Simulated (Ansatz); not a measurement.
## Au under changes of volume

One of the cells (16.855 Å³/atom); the others are scaled copies at fixed shape and fractional positions:

```xyz
1
Lattice="0.0000 2.0350 2.0350 2.0350 0.0000 2.0350 2.0350 2.0350 0.0000" Properties=species:S:1:pos:R:3 pbc="T T T"
Au    0.0000    0.0000    0.0000
```

| Item | Value |
| --- | --- |
| Program | Ansatz 0.2.0 |
| Functional | r2SCAN |
| Potentials or basis | Ansatz PAW |
| Cutoff | 500 eV (not typed: the program's choice for these potentials) |
| k mesh | 11 × 11 × 11 |
| Occupations | fermi-dirac, width 0.05 eV |
| Spin | no spin polarisation |

```tsv
volume (Å³/atom)	energy over the lowest point (meV/atom)	pressure (GPa)
15.843	99.28	21.1
16.181	60.57	15.7
16.518	?	?
16.855	13.77	6.8
17.192	3.28	3.2
17.529	0.00	0.0
17.866	3.07	-2.8
```

Question: What does the run at 16.518 Å³/atom give?

Answer: Energy over the lowest point 32.49 meV/atom; pressure 11.0 GPa.

Worked out: A Birch-Murnaghan fit of order 3 (a polynomial in V^(-2/3)) to the other rows has its minimum at 17.53 Å³/atom with B0 = V·E''(V) = 158 GPa and B' = 5.6. It gives 32.52 meV/atom at 16.518 Å³/atom, against the run's 32.49, and -dE/dV = 11.0 GPa, against 11.0.

Energies are extrapolated to zero smearing.

Caveats: the PAW data sets come from PBE, with cores solved anew for the run's functional, which leaves a small shift of forces and pressure.
